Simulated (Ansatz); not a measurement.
**Si (Cmce): band structure from a Python script**

Does Si (Cmce) have a gap, and where are its band edges? Aim: a band structure, for Si (Cmce), run from a script.

All numbers are computed with the Python package of Ansatz 0.2.0. Level of theory: DFT PBE, plane waves, PAW.

### Step 1. The system

The structure is orthorhombic, space group Cmce (No. 64). Conventional cell: a = 7.969 Å, b = 4.776 Å, c = 4.755 Å, α = 90.00°, β = 90.00°, γ = 90.00°. Around Si (site symmetry m) lie 11 Si at 2.32 to 2.52 Å. Si (site symmetry 2) is surrounded by 10 Si at 2.43 to 2.52 Å.

The script holds or builds the structure itself.

### Step 2. Script

Input file bands.py:

```python
# -*- coding: utf-8 -*-
'''Bands of Si along a path through the zone.'''

from pathlib import Path
import sys

import ansatz as az
import matplotlib.pyplot as plt
import numpy as np


def main():
    vectors = np.array([
        [3.9843, -2.38795, 0.0],
        [3.9843, 2.38795, 0.0],
        [0.0, 0.0, 4.7546],
    ])
    si = (
        az.Lattice.of(vectors)
        .atom('Si', (0.828, 0.172, 0.328))
        .atom('Si', (0.672, 0.328, 0.828))
        .atom('Si', (0.172, 0.828, 0.672))
        .atom('Si', (0.328, 0.672, 0.172))
        .atom('Si', (0.219, 0.219, 0.0))
        .atom('Si', (0.281, 0.281, 0.5))
        .atom('Si', (0.781, 0.781, 0.0))
        .atom('Si', (0.719, 0.719, 0.5))
    )

    # high-symmetry points in fractions of the reciprocal vectors
    path = [
        ('G', (0.0, 0.0, 0.0)),
        ('S', (0.0, 0.5, 0.0)),
        ('R', (0.0, 0.5, 0.5)),
        ('Z', (0.0, 0.0, 0.5)),
        ('T', (0.5, 0.5, 0.5)),
    ]
    base = (
        si.calculation()
        .functional('pbe')
        .basis(510)
        .pseudopotentials('paw')
        .kpoints(6, 6, 5)
        .occupations('Fermi-Dirac', width=50 * az.meV)
        .band_structure([point for _, point in path], intervals=4)
        .scf(extra_bands=6)
        .forces()
        .density()
        .electron_localization_function()
        .output_files(volumetric_format='npy')
    )
    try:
        out = base.run()
    except az.NonConvergedError as error:
        sys.exit(f'no convergence: {error}')
    except az.RefusalError as error:
        sys.exit(f'input refused: {error}')
    summary = out.report

    for key in ('converged', 'n_iterations', 'n_electrons', 'n_kpoints', 'n_pw', 'n_symmetry_ops', 'free_energy_ev', 'fermi_energy_ev'):
        print(f'{key:18s} {summary[key]}')

    # forces, one row an atom
    forces = np.array(summary['forces_ev_ang'])
    norms = np.linalg.norm(forces, axis=1)
    print('largest force {:.4f} eV/A on atom {}'.format(norms.max(), norms.argmax()))
    print(np.array2string(forces, precision=4, suppress_small=True))

    # ELF is 0.5 in a uniform gas and nears 1 where pairs localise
    folder = Path(out.write_results('elf'))
    elf = np.load(folder / 'elf.npy')
    peak = np.unravel_index(elf.argmax(), elf.shape)
    print(f'largest ELF {elf.max():.3f} at grid fractions', np.round(np.array(peak) / elf.shape, 3))
    for level in (0.2, 0.5, 0.7, 0.8, 0.9):
        print(f'share of the cell with ELF over {level}: {np.mean(elf > level):.3f}')

    bands = out.band_structure()
    fermi = bands.fermi_energy_ev
    print(f'zero of the bands: {fermi:.3f} eV, the Fermi level found on the SCF mesh')
    reciprocal = 2 * np.pi * np.linalg.inv(out.lattice.cell_ang).T
    steps = np.linalg.norm(np.diff(bands.kpoints_frac @ reciprocal, axis=0), axis=1)
    distance = np.concatenate([[0], np.cumsum(steps)])
    fig, ax = plt.subplots(figsize=(5, 4))
    for channel, colour in zip(bands.channels, ('C0', 'C3')):
        ax.plot(distance, channel.eigenvalues_ev - fermi, colour, lw=1)
    ax.set_xticks(distance[::4], [label for label, _ in path])
    ax.set(ylim=(-6, 6), ylabel='E - E_F (eV)', xlim=(0, distance[-1]))
    ax.grid(axis='x')
    fig.savefig('bands.png', dpi=100)
    first = bands.channels[0].eigenvalues_ev - fermi
    near = np.argsort(np.abs(first.mean(axis=0)))[:4]
    for band in sorted(near):
        print(f'band {band + 1}: {first[:, band].min():.3f} to {first[:, band].max():.3f} eV')


if __name__ == '__main__':
    main()
```

### Step 3. Launch

Launch:

```sh
$ python bands.py
```

Log:

```text
converged          True
n_iterations       6
n_electrons        32.0
n_kpoints          39
n_pw               2367
n_symmetry_ops     8
free_energy_ev     -5080.341523015655
fermi_energy_ev    14.408480584129924
largest force 0.2701 eV/A on atom 0
[[ 0.      0.2035 -0.1776]
 [ 0.     -0.2035 -0.1776]
 [-0.     -0.2035  0.1776]
 [ 0.      0.2035  0.1776]
 [-0.1796 -0.      0.    ]
 [ 0.1796 -0.      0.    ]
 [ 0.1796 -0.      0.    ]
 [-0.1796 -0.      0.    ]]
largest ELF 0.809 at grid fractions [0.  0.  0.5]
share of the cell with ELF over 0.2: 0.989
share of the cell with ELF over 0.5: 0.609
share of the cell with ELF over 0.7: 0.029
share of the cell with ELF over 0.8: 0.000
share of the cell with ELF over 0.9: 0.000
zero of the bands: 14.408 eV, the Fermi level found on the SCF mesh
band 15: -3.161 to 0.354 eV
band 16: -3.001 to 0.354 eV
band 17: -1.760 to 4.147 eV
band 18: -1.188 to 4.147 eV
```

Run time: 8.3 s. Hardware: 1 thread of Intel Xeon Platinum 8375C at 2.90GHz (Ice Lake), shared host; peak memory 0.51 GiB.

### Step 4. Size and end state of the run

From the engine's report, whether the script printed it or not:

```csv
item,value
SCF cycles in all,6
k-points solved,39
plane waves,2367
bands,22
valence electrons,32
free energy (eV),-5080.34152
Fermi level (eV),14.408
"lowest empty less highest filled level on the mesh, by band count (eV)",-3.719
```

### Step 5. The bands that the run computed

The run's results hold a band table, bands.tsv.

From bands.tsv, the levels nearest the Fermi level at the path's corners, in eV from the Fermi level:

```
point  band 13  band 14  band 15  band 16  band 17  band 18  band 19  band 20
    Γ    -3.07    -2.90    -2.63    -2.31    -1.76    -1.19    -0.92    -0.57
    S    -2.56    -2.56    -1.63    -1.63     1.39     1.39     3.10     3.10
    R    -1.31    -1.31    -0.09    -0.09     0.07     0.07     0.62     0.62
    Z    -6.13    -6.13    -3.00    -3.00     4.15     4.15     4.54     4.54
    T    -0.85    -0.85    -0.50    -0.50     0.06     0.06     0.25     0.25
```

### Step 6. Fields in real space

The maps below are laid out on this run's own conventional cell (a, b, c = 7.969, 4.776, 4.755 Å).

Density in a lattice plane of the grid's cell (edges 7.97 and 4.75 Å, at 0.000 of the third edge), which holds Si.

Values in e/Å³, 8 rows by 12 columns:
```
0.30 0.36 0.43 0.41 0.37 0.37 0.48 0.37 0.37 0.41 0.43 0.36
0.43 0.37 0.36 0.45 0.36 0.37 0.43 0.37 0.36 0.45 0.36 0.37
0.48 0.37 0.37 0.41 0.43 0.36 0.30 0.36 0.43 0.41 0.37 0.37
0.54 0.39 0.41 0.11 0.22 0.33 0.20 0.33 0.22 0.11 0.41 0.39
0.48 0.37 0.37 0.41 0.43 0.36 0.30 0.36 0.43 0.41 0.37 0.37
0.43 0.37 0.36 0.45 0.36 0.37 0.43 0.37 0.36 0.45 0.36 0.37
0.30 0.36 0.43 0.41 0.37 0.37 0.48 0.37 0.37 0.41 0.43 0.36
0.20 0.33 0.22 0.11 0.41 0.39 0.54 0.39 0.41 0.11 0.22 0.33
```
Columns run along the first of these edges and rows up along the second, over one cell in 12 and 8 even steps from the bottom left corner. Atoms in the plane (fractional): Si at (0.22, 0.00), Si at (0.28, 0.50), Si at (0.78, 0.00), Si at (0.72, 0.50).

ELF in the same plane.

Ten even steps from ' ' (0.15) to '@' (0.81):
```
..::++**--..::++**++++##%%##++++**++::..--**++::
++++**######%%%%++==++******++==++%%%%######**++
******++**%%@@%%**++**********++**%%@@%%**++****
****++==++%%%%######**++++++**######%%%%++==++**
%%##++++**++::..--**++::..::++**--..::++**++++##
@@%%**++**--::++..====..  ..====..++::--**++**%%
%%##++++**++::..--**++::..::++**--..::++**++++##
****++==++%%%%######**++++++**######%%%%++==++**
******++**%%@@%%**++**********++**%%@@%%**++****
++++**######%%%%++==++******++==++%%%%######**++
..::++**--..::++**++++##%%##++++**++::..--**++::
  ..====..++::--**++**%%@@%%**++**--::++..====..
```
Columns run along the first of these edges and rows up along the second, over one cell in 24 and 12 even steps from the bottom left corner. Atoms in the plane (fractional): Si at (0.22, 0.00), Si at (0.28, 0.50), Si at (0.78, 0.00), Si at (0.72, 0.50).

Both are smooth fields of the valence electrons: close to the nuclei they are not physical.

The highest ELF values outside the cores: 0.81 on the Si–Si line, 1.2 Å from Si.

### Step 7. The command-line twin

The engine's input of that run, saved to a file, gives the whole log.

Input file input.yaml:

```yaml
crystal:
  lattice:
    - [3.9843, -2.38795, 0.0]
    - [3.9843, 2.38795, 0.0]
    - [0.0, 0.0, 4.7546]
  atoms:
    - { symbol: Si, position: [0.828, 0.172, 0.328] }
    - { symbol: Si, position: [0.672, 0.328, 0.828] }
    - { symbol: Si, position: [0.172, 0.828, 0.672] }
    - { symbol: Si, position: [0.328, 0.672, 0.172] }
    - { symbol: Si, position: [0.219, 0.219, 0.0] }
    - { symbol: Si, position: [0.281, 0.281, 0.5] }
    - { symbol: Si, position: [0.781, 0.781, 0.0] }
    - { symbol: Si, position: [0.719, 0.719, 0.5] }
basis:
  ecutwfc: 510.0
kpoints:
  mp_grid: { grid: [6, 6, 5] }
  band_path:
    path:
      - [0.0, 0.0, 0.0]
      - [0.0, 0.5, 0.0]
      - [0.0, 0.5, 0.5]
      - [0.0, 0.0, 0.5]
      - [0.5, 0.5, 0.5]
    npoints: 4
hamiltonian:
  xc: pbe
  pseudopotentials: { kind: paw }
scf:
  n_extra_bands: 6
  occupations: { method: fermi_dirac, width: 0.05 }
output:
  write_density: true
  volumetric_format: npy
  elf: true
  forces: true
```

Launch:

```sh
$ ansatz run input.yaml --threads 1 --pin off --max-ram 3072MiB --backend cpu --events-out ev --progress --plain --runs-dir out
```

Log, cut to the lines that bear on the results:

```text
Warning: RAYON_NUM_THREADS=1 ignored (pool sized by the plan → 1); use --threads N
scf.n_extra_bands = 6 over 16 filled bands (N_el = 32.0): the run solves 22 bands
[...]
Pseudopotentials: kind: paw
Pseudopotential: Si, paw, valence charge 4, recommended cutoff 420 eV (normal), Si.paw.azcp
Functional definition: PBE
[...]
Crystal: 8 atoms, lattice volume = 90.473 Å³
Basis set: ecut = 510 eV, 2367 PW (Γ), exchange–correlation on 72×72×72 points (8 copies of the dense FFT grid, shifted against one another)
Bands: 22, of which v1, the nominal top of the filled ones, is band 16 counted from 1 (15 counted from 0)
Symmetry: 8 space group operations
Space group: Cmce (ITA 64), of the structure as read, at distance tolerance 4.5e-5 Å
k-points: 39 of 180
[...]
SCF iter   1: F=—  HF=-5080.346556 eV  |F-HF|=—  |Δ(HF+E_count)|=         —  Δρ=5.27e-3  dr2=2.63e-2  ethr=1.77e-3  ⟨swp⟩=7.2  Hψ=5144  notcnv=0
[...]
SCF iter   6: F=-5080.341523 eV  HF=-5080.341523 eV  |F-HF|=2.00e-10  |Δ(HF+E_count)|=  9.00e-10  Δρ=6.73e-7  dr2=4.61e-10  ethr=5.43e-11  ⟨swp⟩=2.7  Hψ=2935  notcnv=0
[...]
NSCF: frozen V_eff on 17 k-points
SCF converged after 6 iterations
Free energy (F): -5080.341523 eV
[...]
E sigma→0 (E₀):  -5080.333690 eV
Entropy (-TS):   -0.015667 eV (-1.958 meV/atom)
Fermi energy:    14.408481 eV
[...]
--- Forces (eV/Å), atoms counted from 1 ---
  atom   1  Si     0.00000000     0.20347687    -0.17764124
  atom   2  Si     0.00000000    -0.20347687    -0.17764124
  atom   3  Si    -0.00000000    -0.20347687     0.17764124
  atom   4  Si     0.00000000     0.20347687     0.17764124
  atom   5  Si    -0.17956575    -0.00000000     0.00000000
  atom   6  Si     0.17956575    -0.00000000     0.00000000
  atom   7  Si     0.17956575    -0.00000000     0.00000000
  atom   8  Si    -0.17956575    -0.00000000     0.00000000
[...]
--- Band table (eV; the first three rows and the last of 39) ---
[... band rows left out ...]
[...]
```

Run time: 7.7 s. Hardware: 1 thread of Intel Xeon Platinum 8375C at 2.90GHz (Ice Lake), shared host; peak memory 0.42 GiB.

Script and command line differ by 0.000 meV in the energy.

### Step 8. Summary of results

| quantity | value |
| --- | --- |
| free energy | -5080.3415 eV (-635.0427 eV/atom) |
| largest force | 0.270 eV/Å |
| bands on the path | cross the Fermi level |
| highest ELF outside the cores | 0.81, on the Si–Si line |

In words: Bands cross the Fermi level along the path, so it is a metal at this level. Forces reach 0.27 eV/Å, so the atoms aren't at rest. Reading the output:
- The computed bands are complete only to about 1.7 eV above the Fermi level.
- For a metal this k-point mesh is coarse: on a finer one energies can move by several to tens of meV an atom and pressures by half a GPa or more, differences at one mesh by less.
- Only differences from the Fermi energy are physical; the zero of the scale is a convention.
- Densities and potentials on the grid are those of the valence electrons, and inside the cores they hang on the potentials used.
- This isn't the structure that Si takes at ambient conditions.
- Gaps and levels are Kohn-Sham values on a finite set of k-points.
